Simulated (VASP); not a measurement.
# Ge: A learned difference between two levels of theory, by structures for the difference

Ge, Fd-3m (no. 227), 24 atoms in the cell. PBE, delta-learned machine-learned force field; PAW potentials Ge (PBE set).

| Structures for the difference | Force error with the learned difference (meV/Å) | Force error of the base level alone (meV/Å) | Time for a frame with the difference (s) | Time for a frame at the target level (s) | Time (s) |
|---|---|---|---|---|---|
| 8 | 21.4 | 89.4 | 14.9 | 61.4 | 1358 |
| 30 | 15.7 | 89.4 | 15.0 | 63.1 | 2144 |

## Input of the first row

INCAR.step1:
```
PREC = Normal
ENCUT = 230
EDIFF = 1E-6
ISMEAR = 0
SIGMA = 0.05
ALGO = Normal
LREAL = Auto
LASPH = True
NELM = 80
NELMIN = 4
LWAVE = False
LCHARG = False
GGA = PE
KPAR = 4
NCORE = 2
IBRION = 11
ISIF = 2
NSW = 8
ISYM = 0
```

INCAR.step2, as INCAR.step1 but for:
```
- GGA = PE
+ METAGGA = R2SCAN
+ LMIXTAU = True
```

INCAR.step3:
```
ML_LMLFF = True
ML_MODE = select
ML_ICRITERIA = 0
ML_CTIFOR = 0.002
LWAVE = False
LCHARG = False
```

INCAR.step4:
```
ML_LMLFF = True
ML_MODE = refit
LWAVE = False
LCHARG = False
```

INCAR.step7:
```
PREC = Normal
ENCUT = 230
EDIFF = 1E-6
ISMEAR = 0
SIGMA = 0.05
ALGO = Normal
LREAL = Auto
LASPH = True
NELM = 80
NELMIN = 4
LWAVE = False
LCHARG = False
GGA = PE
KPAR = 4
NCORE = 2
IBRION = 11
ISIF = 2
NSW = 8
ISYM = 0
ML_LMLFF = True
ML_MODE = delta
ML_OUTPUT_MODE = 1
```

KPOINTS.step1:
```
k-points
0
Monkhorst-Pack
  2 2 2
```

KPOINTS.step3:
```
k-points
0
Gamma
  1 1 1
```

POSCAR.fr.step1:
```
  0.370952858980    0.370319210041    0.249393101427
  0.382500137605    0.379574761331    0.580079542015
  0.380580288490    0.376724398699    0.906231710189
  0.375123189977    0.872043634117    0.251194993228
  0.391020206279    0.869655744302    0.583977567383
  0.376019423011    0.856797853113    0.920325990236
  0.873348891123    0.365037796622    0.255450792550
  0.882485809801    0.366020640580    0.594068158664
  0.890530870078    0.374439874856    0.912943782910
  0.863878097420    0.891907391900    0.251977704548
  0.882018478956    0.865096518478    0.584799634318
  0.870310371684    0.876610380819    0.918425555692
  0.251312058610    0.250144704677    0.161379722792
  0.262263875091    0.244111166110    0.500969842070
  0.270598447188    0.230978698695    0.831407439618
  0.233896169588    0.749775976440    0.177536453845
  0.261107962145    0.747218884845    0.505854787314
  0.239078764002    0.759356556643    0.829104763633
  0.737586698844    0.245266118584    0.170824609437
  0.751250202226    0.242766071785    0.501720020568
  0.736108910774    0.236494764021    0.839072736562
  0.738859471462    0.759419386105    0.160449232542
  0.756369862926    0.745841679954    0.499977026954
  0.760663957093    0.749096180185    0.830517575680

  0.398869999297    0.375723292669    0.243879681917
  0.371956798996    0.388226129975    0.602557834438
  0.362348868678    0.379292393959    0.919880136655
  0.390472620473    0.860604798333    0.232263847970
  0.420268140772    0.875101875110    0.566978609736
  0.373890362129    0.863723336776    0.914831935067
  0.878761764162    0.384069422052    0.233139139535
  0.909767701161    0.361327287449    0.571631513554
  0.900582656241    0.395557986395    0.902037374147
  0.859908478718    0.896685351691    0.259263045072
  0.875350098829    0.878402544529    0.577672866449
  0.885683156397    0.922284386493    0.898073549065
  0.257006614591    0.241425967682    0.168564135161
  0.264575579023    0.271203130945    0.489803148208
  0.271160089524    0.222675308043    0.837646267630
  0.229695509958    0.748611442792    0.170046826727
  0.266765285750    0.762499025376    0.490053047752
  0.245435958632    0.767758838841    0.816052491507
  0.770416319975    0.255787625910    0.139978341353
  0.751589523356    0.273438855698    0.480985321675
  0.759043012659    0.285319021541    0.823803356573
  0.760331182926    0.770785431738    0.156455904852
  0.785841036250    0.717047922159    0.500108469439
  0.746960130823    0.787646461947    0.836123478556

  0.359191544806    0.425910360512    0.258463218132
  0.410670334028    0.375908444042    0.596207736007
  0.370787182640    0.411136242891    0.924477004561
  0.385911275889    0.878387031521    0.253331976858
  0.432190318431    0.865132247469    0.556748889224
  0.392234136397    0.855091313260    0.914990593630
  0.890756661792    0.420132755742    0.219144595534
  0.929337187564    0.373479033882    0.554886903126
  0.912227941681    0.364616867861    0.910996043031
  0.870632961533    0.918660957424    0.218711467894
  0.915070319195    0.881395243088    0.552798540218
  0.845703374538    0.925989861607    0.876477666956
  0.251696578838    0.278456121160    0.174062342389
  0.299696785118    0.223968258131    0.516167974700
  0.308277588100    0.217210835415    0.848753008364
  0.232885948959    0.800593369255    0.155259430121
  0.270856670811    0.748910555443    0.504441556457
  0.218517254025    0.789503412999    0.810200079646
  0.734841121724    0.309787471096    0.144756967689
  0.779238447362    0.263158254972    0.469497415285
  0.773663799254    0.297843141070    0.802179444140
  0.744309226583    0.800955037590    0.125477836393
  0.809385462651    0.744904484453    0.462911640567
  0.781281949174    0.738540265181    0.807702463681

[... 45 lines left out ...]
  0.598438166847    0.419378975978    0.916380242625
  0.589805639573    0.978292921792    0.234867511720
  0.603900934873    0.967932090302    0.529197725345
  0.618967293653    0.930918790337    0.894250942671

  0.345518195423    0.470970579338    0.307508791970
  0.348202868771    0.445970267096    0.646709802506
  0.331882203341    0.444133683796    0.984046371955
  0.364901022847    0.907370855151    0.291933398664
  0.342721170859    0.905284669190    0.634557302560
  0.331204642441    0.971587123436    0.954685322083
  0.887711209813    0.385911728918    0.284842257942
  0.878539674490    0.510688121578    0.589045817706
  0.823408113130    0.431446704832    0.944760977300
  0.815480194305    0.941764920919    0.263778769752
  0.829772087880    0.971234845580    0.604983464857
  0.832173493005    0.951966572803    0.936680565501
  0.261913830044    0.280087064910    0.238085739201
  0.248711207499    0.302322685512    0.561428422859
  0.195084725529    0.355261661441    0.886061273332
  0.206643113792    0.849516359914    0.188058827552
  0.206679227856    0.820289837664    0.539605641787
  0.224859018667    0.827727969967    0.871808571280
  0.707391571032    0.309935217188    0.199642204607
  0.725748923068    0.354611695907    0.536455467390
  0.697168683630    0.372621347690    0.825407044239
  0.732311562650    0.785840131340    0.187072785547
  0.697744540905    0.862754344148    0.515015856698
  0.720240375080    0.835422815194    0.845718489259

  0.421278878070    0.398010445559    0.254099305318
  0.371971094225    0.385999046645    0.626301346466
  0.409294824237    0.399483168809    0.926234455139
  0.465131474291    0.870842039251    0.254126984724
  0.436023217251    0.860571367028    0.597458546449
  0.417424437626    0.869584699447    0.918260379486
  0.882909778003    0.440487944654    0.274949118008
  0.895691248437    0.419683119118    0.587804748108
  0.926401422868    0.438572728410    0.922565181965
  0.895611173437    0.910805320478    0.244879222713
  0.905691833617    0.954540655636    0.547644091976
  0.900345258245    0.951254067971    0.871799747639
  0.274759016050    0.280465762185    0.186785989093
  0.286515929106    0.236731871373    0.528561408288
  0.268071206448    0.230689124432    0.888443216429
  0.284467535496    0.789392631485    0.169356301394
  0.304958016074    0.776564174721    0.489673675769
  0.298298951434    0.756504062175    0.838349601752
  0.796813435261    0.312549445598    0.168384623613
  0.714667414764    0.369892860581    0.515655433777
  0.803775145000    0.276489365551    0.856691394997
  0.839987246683    0.802245974226    0.110597172811
  0.791596589080    0.773652601834    0.503289517698
  0.798847059610    0.781982952945    0.817470787708
```

POSCAR.fr.step2:
```
  0.370952858980    0.370319210041    0.249393101427
  0.382500137605    0.379574761331    0.580079542015
  0.380580288490    0.376724398699    0.906231710189
  0.375123189977    0.872043634117    0.251194993228
  0.391020206279    0.869655744302    0.583977567383
  0.376019423011    0.856797853113    0.920325990236
  0.873348891123    0.365037796622    0.255450792550
  0.882485809801    0.366020640580    0.594068158664
  0.890530870078    0.374439874856    0.912943782910
  0.863878097420    0.891907391900    0.251977704548
  0.882018478956    0.865096518478    0.584799634318
  0.870310371684    0.876610380819    0.918425555692
  0.251312058610    0.250144704677    0.161379722792
  0.262263875091    0.244111166110    0.500969842070
  0.270598447188    0.230978698695    0.831407439618
  0.233896169588    0.749775976440    0.177536453845
  0.261107962145    0.747218884845    0.505854787314
  0.239078764002    0.759356556643    0.829104763633
  0.737586698844    0.245266118584    0.170824609437
  0.751250202226    0.242766071785    0.501720020568
  0.736108910774    0.236494764021    0.839072736562
  0.738859471462    0.759419386105    0.160449232542
  0.756369862926    0.745841679954    0.499977026954
  0.760663957093    0.749096180185    0.830517575680

  0.398869999297    0.375723292669    0.243879681917
  0.371956798996    0.388226129975    0.602557834438
  0.362348868678    0.379292393959    0.919880136655
  0.390472620473    0.860604798333    0.232263847970
  0.420268140772    0.875101875110    0.566978609736
  0.373890362129    0.863723336776    0.914831935067
  0.878761764162    0.384069422052    0.233139139535
  0.909767701161    0.361327287449    0.571631513554
  0.900582656241    0.395557986395    0.902037374147
  0.859908478718    0.896685351691    0.259263045072
  0.875350098829    0.878402544529    0.577672866449
  0.885683156397    0.922284386493    0.898073549065
  0.257006614591    0.241425967682    0.168564135161
  0.264575579023    0.271203130945    0.489803148208
  0.271160089524    0.222675308043    0.837646267630
  0.229695509958    0.748611442792    0.170046826727
  0.266765285750    0.762499025376    0.490053047752
  0.245435958632    0.767758838841    0.816052491507
  0.770416319975    0.255787625910    0.139978341353
  0.751589523356    0.273438855698    0.480985321675
  0.759043012659    0.285319021541    0.823803356573
  0.760331182926    0.770785431738    0.156455904852
  0.785841036250    0.717047922159    0.500108469439
  0.746960130823    0.787646461947    0.836123478556

  0.359191544806    0.425910360512    0.258463218132
  0.410670334028    0.375908444042    0.596207736007
  0.370787182640    0.411136242891    0.924477004561
  0.385911275889    0.878387031521    0.253331976858
  0.432190318431    0.865132247469    0.556748889224
  0.392234136397    0.855091313260    0.914990593630
  0.890756661792    0.420132755742    0.219144595534
  0.929337187564    0.373479033882    0.554886903126
  0.912227941681    0.364616867861    0.910996043031
  0.870632961533    0.918660957424    0.218711467894
  0.915070319195    0.881395243088    0.552798540218
  0.845703374538    0.925989861607    0.876477666956
  0.251696578838    0.278456121160    0.174062342389
  0.299696785118    0.223968258131    0.516167974700
  0.308277588100    0.217210835415    0.848753008364
  0.232885948959    0.800593369255    0.155259430121
  0.270856670811    0.748910555443    0.504441556457
  0.218517254025    0.789503412999    0.810200079646
  0.734841121724    0.309787471096    0.144756967689
  0.779238447362    0.263158254972    0.469497415285
  0.773663799254    0.297843141070    0.802179444140
  0.744309226583    0.800955037590    0.125477836393
  0.809385462651    0.744904484453    0.462911640567
  0.781281949174    0.738540265181    0.807702463681

[... 45 lines left out ...]
  0.598438166847    0.419378975978    0.916380242625
  0.589805639573    0.978292921792    0.234867511720
  0.603900934873    0.967932090302    0.529197725345
  0.618967293653    0.930918790337    0.894250942671

  0.345518195423    0.470970579338    0.307508791970
  0.348202868771    0.445970267096    0.646709802506
  0.331882203341    0.444133683796    0.984046371955
  0.364901022847    0.907370855151    0.291933398664
  0.342721170859    0.905284669190    0.634557302560
  0.331204642441    0.971587123436    0.954685322083
  0.887711209813    0.385911728918    0.284842257942
  0.878539674490    0.510688121578    0.589045817706
  0.823408113130    0.431446704832    0.944760977300
  0.815480194305    0.941764920919    0.263778769752
  0.829772087880    0.971234845580    0.604983464857
  0.832173493005    0.951966572803    0.936680565501
  0.261913830044    0.280087064910    0.238085739201
  0.248711207499    0.302322685512    0.561428422859
  0.195084725529    0.355261661441    0.886061273332
  0.206643113792    0.849516359914    0.188058827552
  0.206679227856    0.820289837664    0.539605641787
  0.224859018667    0.827727969967    0.871808571280
  0.707391571032    0.309935217188    0.199642204607
  0.725748923068    0.354611695907    0.536455467390
  0.697168683630    0.372621347690    0.825407044239
  0.732311562650    0.785840131340    0.187072785547
  0.697744540905    0.862754344148    0.515015856698
  0.720240375080    0.835422815194    0.845718489259

  0.421278878070    0.398010445559    0.254099305318
  0.371971094225    0.385999046645    0.626301346466
  0.409294824237    0.399483168809    0.926234455139
  0.465131474291    0.870842039251    0.254126984724
  0.436023217251    0.860571367028    0.597458546449
  0.417424437626    0.869584699447    0.918260379486
  0.882909778003    0.440487944654    0.274949118008
  0.895691248437    0.419683119118    0.587804748108
  0.926401422868    0.438572728410    0.922565181965
  0.895611173437    0.910805320478    0.244879222713
  0.905691833617    0.954540655636    0.547644091976
  0.900345258245    0.951254067971    0.871799747639
  0.274759016050    0.280465762185    0.186785989093
  0.286515929106    0.236731871373    0.528561408288
  0.268071206448    0.230689124432    0.888443216429
  0.284467535496    0.789392631485    0.169356301394
  0.304958016074    0.776564174721    0.489673675769
  0.298298951434    0.756504062175    0.838349601752
  0.796813435261    0.312549445598    0.168384623613
  0.714667414764    0.369892860581    0.515655433777
  0.803775145000    0.276489365551    0.856691394997
  0.839987246683    0.802245974226    0.110597172811
  0.791596589080    0.773652601834    0.503289517698
  0.798847059610    0.781982952945    0.817470787708
```

6 further input files aren't shown.

Commands (each step's output is kept before the next begins):
```
cat potpaw_PBE.64/Ge/POTCAR > POTCAR
# POSCAR.fr: 7 further structures after the one in POSCAR, taken evenly from ML_AB
cp INCAR.step1 INCAR
cp KPOINTS.step1 KPOINTS
cp POSCAR.step1 POSCAR
mpirun -np 8 vasp_std < POSCAR.fr > vasp.out
# POSCAR.fr: 7 further structures after the one in POSCAR, taken evenly from ML_AB
cp INCAR.step2 INCAR
mpirun -np 8 vasp_std < POSCAR.fr > vasp.out
# ML_AB written from the two interactive runs: energies, forces and stresses of the target level less those of the base level
cp INCAR.step3 INCAR
cp KPOINTS.step3 KPOINTS
cp POSCAR.step3 POSCAR
mpirun -np 8 vasp_gam > vasp.out
cp ML_ABN ML_AB
cp INCAR.step4 INCAR
mpirun -np 8 vasp_gam > vasp.out
# POSCAR.test: 7 further structures after the one in POSCAR, taken evenly from XDATCAR of a force-field run, from its part before it overheated
cp INCAR.step1 INCAR
cp KPOINTS.step1 KPOINTS
cp POSCAR.step5 POSCAR
mpirun -np 8 vasp_std < POSCAR.test > vasp.out
# POSCAR.test: 7 further structures after the one in POSCAR, taken evenly from XDATCAR of a force-field run, from its part before it overheated
cp INCAR.step2 INCAR
mpirun -np 8 vasp_std < POSCAR.test > vasp.out
cp ML_FFN ML_FF
# POSCAR.test: 7 further structures after the one in POSCAR, taken evenly from XDATCAR of a force-field run, from its part before it overheated
cp INCAR.step7 INCAR
mpirun -np 8 vasp_std < POSCAR.test > vasp.out
```

Changes of the last row against the first:
```
- NSW = 8
+ NSW = 30
```

VASP 6.6.1 took 1358 s on 8 cores (AMD EPYC 7R43 (Zen 3)), a shared host.
